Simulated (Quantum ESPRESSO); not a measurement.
# HgTe (Coloradoite) (F-43m) in Quantum ESPRESSO: further runs

The runs below take HgTe (Coloradoite) through Wannier functions, phonons, with PBEsol, LDA.

Everything below comes from runs of Quantum ESPRESSO 7.5. Logs are shortened: lines on timing, memory, paths and dates and some standing lists are left out, and cuts for length are marked.

## (1) The crystal as given

It takes space group F-43m (No. 216, cubic). The conventional cell has a = 6.429 Å, b = 6.429 Å, c = 6.429 Å, α = 90.00°, β = 90.00°, γ = 90.00°. Hg (site symmetry -43m) has 4 Te at 2.78 Å as nearest neighbours. Te (site symmetry -43m) is surrounded by 4 Hg at 2.78 Å.

## (2) Wannier functions, PBEsol, spin-orbit coupling, no magnetisation

Contents of pw.in:

```
&CONTROL
  calculation = 'scf'
  prefix = 'pwscf'
  outdir = './tmp'
  pseudo_dir = './pseudo'
  tprnfor = .true.
  tstress = .true.
  disk_io = 'low'
/
&SYSTEM
  ibrav = 0
  nat = 2
  ntyp = 2
  ecutwfc = 80
  nbnd = 52
  input_dft = 'pbesol'
  occupations = 'smearing'
  smearing = 'fd'
  degauss = 0.00367493
  noncolin = .true.
  lspinorb = .true.
/
&ELECTRONS
  conv_thr = 4d-10
  electron_maxstep = 120
  mixing_beta = 0.5
/
ATOMIC_SPECIES
Hg   200.5920 Hg.upf
Te   127.6000 Te.upf
CELL_PARAMETERS angstrom
   0.0000000000    3.2145000000    3.2145000000
   3.2145000000    0.0000000000    3.2145000000
   3.2145000000    3.2145000000    0.0000000000
ATOMIC_POSITIONS crystal
Hg     0.0000000000    0.0000000000    0.0000000000
Te     0.7500000000    0.7500000000    0.7500000000
K_POINTS automatic
5 5 5 0 0 0
```

Contents of nscf.in:

```
&CONTROL
  calculation = 'nscf'
  prefix = 'pwscf'
  outdir = './tmp'
  pseudo_dir = './pseudo'
  disk_io = 'low'
/
&SYSTEM
  ibrav = 0
  nat = 2
  ntyp = 2
  ecutwfc = 80
  nbnd = 63
  input_dft = 'pbesol'
  occupations = 'smearing'
  smearing = 'fd'
  degauss = 0.00367493
  noncolin = .true.
  lspinorb = .true.
  nosym = .true.
  noinv = .true.
/
&ELECTRONS
  conv_thr = 1d-09
  electron_maxstep = 120
  mixing_beta = 0.5
  diago_full_acc = .true.
  startingwfc = 'random'
/
ATOMIC_SPECIES
Hg   200.5920 Hg.upf
Te   127.6000 Te.upf
CELL_PARAMETERS angstrom
   0.0000000000    3.2145000000    3.2145000000
   3.2145000000    0.0000000000    3.2145000000
   3.2145000000    3.2145000000    0.0000000000
ATOMIC_POSITIONS crystal
Hg     0.0000000000    0.0000000000    0.0000000000
Te     0.7500000000    0.7500000000    0.7500000000
K_POINTS crystal
27
  0.00000000   0.00000000   0.00000000 3.70370370e-02
  0.00000000   0.00000000   0.33333333 3.70370370e-02
  0.00000000   0.00000000   0.66666667 3.70370370e-02
  0.00000000   0.33333333   0.00000000 3.70370370e-02
  0.00000000   0.33333333   0.33333333 3.70370370e-02
  0.00000000   0.33333333   0.66666667 3.70370370e-02
  0.00000000   0.66666667   0.00000000 3.70370370e-02
  0.00000000   0.66666667   0.33333333 3.70370370e-02
  0.00000000   0.66666667   0.66666667 3.70370370e-02
  0.33333333   0.00000000   0.00000000 3.70370370e-02
  0.33333333   0.00000000   0.33333333 3.70370370e-02
  0.33333333   0.00000000   0.66666667 3.70370370e-02
  0.33333333   0.33333333   0.00000000 3.70370370e-02
  0.33333333   0.33333333   0.33333333 3.70370370e-02
  0.33333333   0.33333333   0.66666667 3.70370370e-02
  0.33333333   0.66666667   0.00000000 3.70370370e-02
  0.33333333   0.66666667   0.33333333 3.70370370e-02
  0.33333333   0.66666667   0.66666667 3.70370370e-02
  0.66666667   0.00000000   0.00000000 3.70370370e-02
  0.66666667   0.00000000   0.33333333 3.70370370e-02
  0.66666667   0.00000000   0.66666667 3.70370370e-02
  0.66666667   0.33333333   0.00000000 3.70370370e-02
  0.66666667   0.33333333   0.33333333 3.70370370e-02
  0.66666667   0.33333333   0.66666667 3.70370370e-02
  0.66666667   0.66666667   0.00000000 3.70370370e-02
  0.66666667   0.66666667   0.33333333 3.70370370e-02
  0.66666667   0.66666667   0.66666667 3.70370370e-02
```

Contents of pw2wan.in:

```
&INPUTPP
  prefix = 'pwscf'
  outdir = './tmp'
  seedname = 'w'
  write_mmn = .true.
  write_amn = .true.
/
```

Contents of bands.in:

```
&CONTROL
  calculation = 'bands'
  prefix = 'pwscf'
  outdir = './tmp'
  pseudo_dir = './pseudo'
  disk_io = 'low'
/
&SYSTEM
  ibrav = 0
  nat = 2
  ntyp = 2
  ecutwfc = 80
  nbnd = 63
  input_dft = 'pbesol'
  occupations = 'smearing'
  smearing = 'fd'
  degauss = 0.00367493
  noncolin = .true.
  lspinorb = .true.
/
&ELECTRONS
  conv_thr = 1d-08
  electron_maxstep = 120
  mixing_beta = 0.5
  diago_full_acc = .true.
  startingwfc = 'random'
/
ATOMIC_SPECIES
Hg   200.5920 Hg.upf
Te   127.6000 Te.upf
CELL_PARAMETERS angstrom
   0.0000000000    3.2145000000    3.2145000000
   3.2145000000    0.0000000000    3.2145000000
   3.2145000000    3.2145000000    0.0000000000
ATOMIC_POSITIONS crystal
Hg     0.0000000000    0.0000000000    0.0000000000
Te     0.7500000000    0.7500000000    0.7500000000
K_POINTS crystal
61
  0.00000000   0.00000000   0.00000000 1
  0.05555600   0.00000000   0.05555600 1
  0.11111100   0.00000000   0.11111100 1
  0.16666700   0.00000000   0.16666700 1
  0.22222200   0.00000000   0.22222200 1
  0.27777800   0.00000000   0.27777800 1
  0.33333300   0.00000000   0.33333300 1
  0.38888900   0.00000000   0.38888900 1
  0.44444400   0.00000000   0.44444400 1
  0.50000000   0.00000000   0.50000000 1
  0.50000000   0.05000000   0.55000000 1
  0.50000000   0.10000000   0.60000000 1
  0.50000000   0.15000000   0.65000000 1
  0.50000000   0.20000000   0.70000000 1
  0.50000000   0.25000000   0.75000000 1
  0.45833300   0.29166700   0.75000000 1
  0.41666700   0.33333300   0.75000000 1
  0.37500000   0.37500000   0.75000000 1
  0.33750000   0.33750000   0.67500000 1
  0.30000000   0.30000000   0.60000000 1
  0.26250000   0.26250000   0.52500000 1
  0.22500000   0.22500000   0.45000000 1
  0.18750000   0.18750000   0.37500000 1
  0.15000000   0.15000000   0.30000000 1
  0.11250000   0.11250000   0.22500000 1
  0.07500000   0.07500000   0.15000000 1
  0.03750000   0.03750000   0.07500000 1
  0.00000000   0.00000000   0.00000000 1
  0.06250000   0.06250000   0.06250000 1
  0.12500000   0.12500000   0.12500000 1
  0.18750000   0.18750000   0.18750000 1
  0.25000000   0.25000000   0.25000000 1
  0.31250000   0.31250000   0.31250000 1
  0.37500000   0.37500000   0.37500000 1
  0.43750000   0.43750000   0.43750000 1
  0.50000000   0.50000000   0.50000000 1
  0.52083300   0.45833300   0.52083300 1
  0.54166700   0.41666700   0.54166700 1
  0.56250000   0.37500000   0.56250000 1
  0.58333300   0.33333300   0.58333300 1
  0.60416700   0.29166700   0.60416700 1
  0.62500000   0.25000000   0.62500000 1
  0.58333300   0.25000000   0.66666700 1
  0.54166700   0.25000000   0.70833300 1
  0.50000000   0.25000000   0.75000000 1
  0.50000000   0.29166700   0.70833300 1
  0.50000000   0.33333300   0.66666700 1
  0.50000000   0.37500000   0.62500000 1
  0.50000000   0.41666700   0.58333300 1
  0.50000000   0.45833300   0.54166700 1
  0.50000000   0.50000000   0.50000000 1
  0.47916700   0.47916700   0.54166700 1
  0.45833300   0.45833300   0.58333300 1
  0.43750000   0.43750000   0.62500000 1
  0.41666700   0.41666700   0.66666700 1
  0.39583300   0.39583300   0.70833300 1
  0.37500000   0.37500000   0.75000000 1
  0.62500000   0.25000000   0.62500000 1
  0.58333300   0.16666700   0.58333300 1
  0.54166700   0.08333300   0.54166700 1
  0.50000000   0.00000000   0.50000000 1
```

Contents of w.win:

```
num_wann = 26
num_bands = 45
guiding_centres = true
dis_froz_max = 10.28
dis_num_iter = 600
dis_mix_ratio = 0.5
dis_conv_tol = 1.0d-9
num_iter = 1200
search_shells = 100
kmesh_tol = 1.0d-4
conv_tol = 1.0d-8
conv_window = 4
num_print_cycles = 200
fermi_energy = 9.2814
bands_plot = true
write_hr = true
mp_grid = 3 3 3
spinors = true
exclude_bands = 1-18
begin projections
Hg: s;p;d
Te: s;p
end projections
begin unit_cell_cart
ang
  0.0000000000   3.2145000000   3.2145000000
  3.2145000000   0.0000000000   3.2145000000
  3.2145000000   3.2145000000   0.0000000000
end unit_cell_cart
begin atoms_frac
Hg   0.0000000000   0.0000000000   0.0000000000
Te   0.7500000000   0.7500000000   0.7500000000
end atoms_frac
begin kpoint_path
G   0.0000000000   0.0000000000   0.0000000000  X   0.5000000000   0.0000000000   0.5000000000
X   0.5000000000   0.0000000000   0.5000000000  W   0.5000000000   0.2500000000   0.7500000000
W   0.5000000000   0.2500000000   0.7500000000  K   0.3750000000   0.3750000000   0.7500000000
K   0.3750000000   0.3750000000   0.7500000000  G   0.0000000000   0.0000000000   0.0000000000
G   0.0000000000   0.0000000000   0.0000000000  L   0.5000000000   0.5000000000   0.5000000000
L   0.5000000000   0.5000000000   0.5000000000  U   0.6250000000   0.2500000000   0.6250000000
U   0.6250000000   0.2500000000   0.6250000000  W   0.5000000000   0.2500000000   0.7500000000
W   0.5000000000   0.2500000000   0.7500000000  L   0.5000000000   0.5000000000   0.5000000000
L   0.5000000000   0.5000000000   0.5000000000  K   0.3750000000   0.3750000000   0.7500000000
U   0.6250000000   0.2500000000   0.6250000000  X   0.5000000000   0.0000000000   0.5000000000
end kpoint_path
bands_num_points = 9
begin kpoints
  0.00000000   0.00000000   0.00000000
  0.00000000   0.00000000   0.33333333
  0.00000000   0.00000000   0.66666667
  0.00000000   0.33333333   0.00000000
  0.00000000   0.33333333   0.33333333
  0.00000000   0.33333333   0.66666667
  0.00000000   0.66666667   0.00000000
  0.00000000   0.66666667   0.33333333
  0.00000000   0.66666667   0.66666667
  0.33333333   0.00000000   0.00000000
  0.33333333   0.00000000   0.33333333
  0.33333333   0.00000000   0.66666667
  0.33333333   0.33333333   0.00000000
  0.33333333   0.33333333   0.33333333
  0.33333333   0.33333333   0.66666667
  0.33333333   0.66666667   0.00000000
  0.33333333   0.66666667   0.33333333
  0.33333333   0.66666667   0.66666667
  0.66666667   0.00000000   0.00000000
  0.66666667   0.00000000   0.33333333
  0.66666667   0.00000000   0.66666667
  0.66666667   0.33333333   0.00000000
  0.66666667   0.33333333   0.33333333
  0.66666667   0.33333333   0.66666667
  0.66666667   0.66666667   0.00000000
  0.66666667   0.66666667   0.33333333
  0.66666667   0.66666667   0.66666667
end kpoints
```

Potentials or basis: PseudoDojo 0.4 FR PBE standard.

The run is started by

```sh
> OMP_NUM_THREADS=1 pw.x -in pw.in > pw.out
> OMP_NUM_THREADS=1 pw.x -in nscf.in > nscf.out
> wannier90.x -pp w
> OMP_NUM_THREADS=1 pw2wannier90.x -in pw2wan.in > pw2wan.out
> wannier90.x w
> OMP_NUM_THREADS=1 pw.x -in bands.in > bands.out
```

pw.out:

```text
This program is part of the open-source Quantum ESPRESSO suite
     for quantum simulation of materials; please cite
         "P. Giannozzi et al., J. Phys.:Condens. Matter 21 395502 (2009);
         "P. Giannozzi et al., J. Phys.:Condens. Matter 29 465901 (2017);
         "P. Giannozzi et al., J. Chem. Phys. 152 154105 (2020);
     in publications or presentations arising from this work. More details at

     IMPORTANT: XC functional enforced from input :
     Exchange-correlation= PBESOL
                           (   1   4  10   8   0   0   0)
     Any further DFT definition will be discarded
     Please, verify this is what you really want

     Message from routine setup:
     using ibrav=0 with symmetry is DISCOURAGED, use correct ibrav instead

     G-vector sticks info
     --------------------
     sticks:   dense  smooth     PW     G-vecs:    dense   smooth      PW
     Sum        1639    1639    463                43599    43599    6615

     Using Slab Decomposition

     bravais-lattice index     =            0
     lattice parameter (alat)  =       8.5907  a.u.
     unit-cell volume          =     448.2981 (a.u.)^3
     number of atoms/cell      =            2
     number of atomic types    =            2
     number of electrons       =        36.00
     number of Kohn-Sham states=           52
     kinetic-energy cutoff     =      80.0000  Ry
     charge density cutoff     =     320.0000  Ry
     scf convergence threshold =      4.0E-10
     mixing beta               =       0.5000
     number of iterations used =            8  plain     mixing
     Exchange-correlation= PBESOL
                           (   1   4  10   8   0   0   0)
     Non magnetic calculation with spin-orbit

     celldm(1)=   8.590675  celldm(2)=   0.000000  celldm(3)=   0.000000
     celldm(4)=   0.000000  celldm(5)=   0.000000  celldm(6)=   0.000000

     crystal axes: (cart. coord. in units of alat)
               a(1) = (   0.000000   0.707107   0.707107 )
[... 87 lines left out ...]
     estimated scf accuracy    <       0.05869547 Ry
[... 50 lines left out ...]
     iteration #  9     ecut=    80.00 Ry     beta= 0.50
     Davidson diagonalization with overlap
     ethr =  1.56E-12,  avg # of iterations =  2.2

     End of self-consistent calculation

          k = 0.0000 0.0000 0.0000 (  5521 PWs)   bands (ev):

  -105.7061-105.7061 -67.7050 -67.7050 -49.4577 -49.4577 -49.4577 -49.4577
   -28.4931 -28.4931 -28.4931 -28.4931 -27.0374 -27.0374 -27.0314 -27.0314
   -27.0314 -27.0314  -3.1148  -3.1148   0.7816   0.7816   0.7816   0.7816
     2.1232   2.1232   2.6408   2.6408   2.6408   2.6408   8.2698   8.2698
     8.4977   8.4977   9.2813   9.2813   9.2813   9.2813  12.2958  12.2958
    13.5431  13.5431  13.5431  13.5431  15.3826  15.3826  18.7304  18.7304
    18.7305  18.7305  18.7670  18.7670
[... 33 lines left out ...]
  -105.7061-105.7061 -67.7050 -67.7050 -49.4579 -49.4579 -49.4578 -49.4578
   -28.4933 -28.4932 -28.4931 -28.4929 -27.0371 -27.0369 -27.0315 -27.0315
   -27.0313 -27.0311  -2.5677  -2.5659   0.8172   0.8897   0.9680   1.1390
     2.3142   2.3229   2.5766   2.7112   2.7649   2.8414   4.5405   4.5963
     7.0288   7.0386   7.4804   7.5291  10.9490  11.1223  12.5970  12.7255
    14.4563  14.6273  15.1824  15.2346  17.2860  17.3805  18.7837  18.8225
    19.2545  19.2922  20.7626  20.8228

          k =-0.1414-0.4243 0.4243 (  5410 PWs)   bands (ev):

  -105.7061-105.7061 -67.7050 -67.7050 -49.4579 -49.4579 -49.4578 -49.4578
   -28.4933 -28.4933 -28.4930 -28.4930 -27.0370 -27.0368 -27.0316 -27.0315
   -27.0312 -27.0311  -2.4504  -2.4465   0.8497   0.8656   1.0655   1.3156
     2.3746   2.4019   2.7565   2.7759   2.9397   3.0038   3.5404   3.7660
     6.4657   6.4827   7.6170   7.6690  10.9138  11.0700  13.3498  13.5040
    14.6637  14.7459  15.4774  15.7481  17.0356  17.5738  18.1888  18.3231
    18.8291  18.8867  20.9277  21.2577
[... 23 lines left out ...]
  -105.7061-105.7061 -67.7050 -67.7050 -49.4579 -49.4579 -49.4578 -49.4578
   -28.4933 -28.4932 -28.4931 -28.4929 -27.0370 -27.0367 -27.0315 -27.0314
   -27.0313 -27.0312  -2.3355  -2.3301   0.8684   0.9611   1.0568   1.3853
     2.3520   2.4697   2.6524   2.8168   3.1351   3.2229   3.4159   3.5994
     6.0667   6.0680   6.8904   6.9038  11.0718  11.2130  12.4731  12.4919
    15.9159  16.1040  16.5327  16.6192  16.8567  17.4257  19.0150  19.1039
    20.7111  21.0485  21.5283  21.5626

          k =-0.1414-0.4243 0.7071 (  5428 PWs)   bands (ev):

  -105.7061-105.7061 -67.7050 -67.7050 -49.4579 -49.4579 -49.4578 -49.4578
   -28.4933 -28.4932 -28.4931 -28.4929 -27.0370 -27.0367 -27.0316 -27.0314
   -27.0313 -27.0312  -2.3814  -2.3756   0.8879   0.9307   1.0050   1.3599
     2.3912   2.4750   2.6332   2.7881   2.9664   3.0308   3.6819   3.9099
     6.0831   6.2135   6.8449   6.9308  11.6631  12.0252  12.9764  13.2074
    13.8831  14.2717  16.1092  16.4989  17.0666  17.5243  19.0561  19.2017
    20.4954  20.7092  20.9672  21.2384

     the Fermi energy is     9.2814 ev

!    total energy              =    -542.51636749 Ry
     estimated scf accuracy    <          2.8E-10 Ry
     smearing contrib. (-TS)   =      -0.00008463 Ry
     internal energy E=F+TS    =    -542.51628286 Ry

     The total energy is F=E-TS. E is the sum of the following terms:
     one-electron contribution =    -311.97939361 Ry
     hartree contribution      =     162.96763302 Ry
     xc contribution           =    -103.69513328 Ry
     ewald contribution        =    -289.80938899 Ry

     convergence has been achieved in   9 iterations

     Forces acting on atoms (cartesian axes, Ry/au):

     atom    1 type  1   force =     0.00000000    0.00000000   -0.00000000
     atom    2 type  2   force =    -0.00000000   -0.00000000   -0.00000000

     Total force =     0.000000     Total SCF correction =     0.000000

     Computing stress (Cartesian axis) and pressure

          total   stress  (Ry/bohr**3)                   (kbar)     P=       16.55
   0.00011249  -0.00000000   0.00000000           16.55       -0.00        0.00
  -0.00000000   0.00011249  -0.00000000           -0.00       16.55       -0.00
   0.00000000  -0.00000000   0.00011249            0.00       -0.00       16.55

=------------------------------------------------------------------------------=
   JOB DONE.
=------------------------------------------------------------------------------=
```

Wall time 17 min (1 thread of Intel Xeon Platinum 8488C (Sapphire Rapids), shared host); peak memory 0.73 GiB.

Results:

```
Free energy                   : -7381.3112 eV
Pressure                      : 1.7 GPa
Band gap on the k mesh        : none (metal or under the smearing width)
Total Wannier spread          : 30.73 Å² over 26 functions
RMS miss of the Wannier bands : 0.037 eV
```

Levels at the corners of the path, in eV from the Fermi level:
| point | band 32 | band 33 | band 34 | band 35 | band 36 | band 37 | band 38 | band 39 | band 40 | band 41 |
| --- | --- | --- | --- | --- | --- | --- | --- | --- | --- | --- |
| Γ | -1.01 | -0.78 | -0.78 | 0.00 | 0.00 | 0.00 | 0.00 | 3.01 | 3.01 | 4.26 |
| X | -5.70 | -2.75 | -2.75 | -2.59 | -2.59 | 1.60 | 1.60 | 2.07 | 2.07 | 7.79 |
| W | -5.75 | -3.24 | -2.98 | -2.94 | -2.84 | 2.65 | 3.09 | 4.23 | 4.29 | 4.50 |
| K | -5.63 | -3.34 | -3.32 | -2.26 | -2.23 | 1.84 | 1.99 | 3.62 | 3.71 | 6.36 |
| Γ | -1.01 | -0.78 | -0.78 | 0.00 | 0.00 | 0.00 | 0.00 | 3.01 | 3.01 | 4.26 |
| L | -5.88 | -1.59 | -1.59 | -1.03 | -1.03 | 0.36 | 0.36 | 4.42 | 4.42 | 4.92 |
| U | -5.63 | -3.34 | -3.32 | -2.26 | -2.23 | 1.84 | 1.99 | 3.62 | 3.71 | 6.36 |
| W | -5.75 | -3.24 | -2.98 | -2.94 | -2.84 | 2.65 | 3.09 | 4.23 | 4.29 | 4.50 |
| L | -5.88 | -1.59 | -1.59 | -1.03 | -1.03 | 0.36 | 0.36 | 4.42 | 4.42 | 4.92 |
| K | -5.63 | -3.34 | -3.32 | -2.26 | -2.23 | 1.84 | 1.99 | 3.62 | 3.71 | 6.36 |
| U | -5.63 | -3.34 | -3.32 | -2.26 | -2.23 | 1.84 | 1.99 | 3.62 | 3.71 | 6.36 |
| X | -5.70 | -2.75 | -2.75 | -2.59 | -2.59 | 1.60 | 1.60 | 2.07 | 2.07 | 7.79 |

Wannier functions:
```csv
function,nearest atom,distance (Å),spread (Å²),on-site energy from the reference level (eV)
1,1 Hg,0.85,1.46,-0.09
2,1 Hg,0.91,1.55,0.83
3,1 Hg,0.85,1.46,-0.10
4,1 Hg,0.91,1.54,0.80
5,1 Hg,0.62,1.23,-2.49
6,1 Hg,0.91,1.55,0.82
7,1 Hg,0.62,1.24,-2.45
8,1 Hg,0.91,1.54,0.83
9,1 Hg,0.61,1.23,-2.58
10,1 Hg,0.20,0.88,-5.83
11,1 Hg,0.16,0.83,-6.14
12,1 Hg,0.21,0.91,-5.57
13,1 Hg,0.15,0.82,-6.23
14,1 Hg,0.18,0.87,-5.85
15,1 Hg,0.85,1.46,-0.10
16,1 Hg,0.13,0.80,-6.55
17,1 Hg,0.16,0.83,-6.15
18,1 Hg,0.19,0.88,-5.75
19,2 Te,0.70,1.21,-2.34
20,2 Te,0.70,1.21,-2.36
21,2 Te,0.70,1.21,-2.34
22,2 Te,0.70,1.21,-2.36
23,2 Te,0.70,1.21,-2.34
24,2 Te,0.70,1.20,-2.36
25,2 Te,0.70,1.21,-2.36
26,2 Te,0.70,1.21,-2.36
```

Parts of the spread (Å²): invariant 25.16, diagonal 0.012, off-diagonal 5.56, total 30.73. Against the direct bands the interpolation misses by 37 meV (root mean square) and 210 meV at most, for states up to 1 eV over the reference level.

Caveat: the k mesh is coarse; the potentials were made for another functional, which shifts forces and pressure; the Wannier minimisation didn't converge.

[end of part 1 of 3]
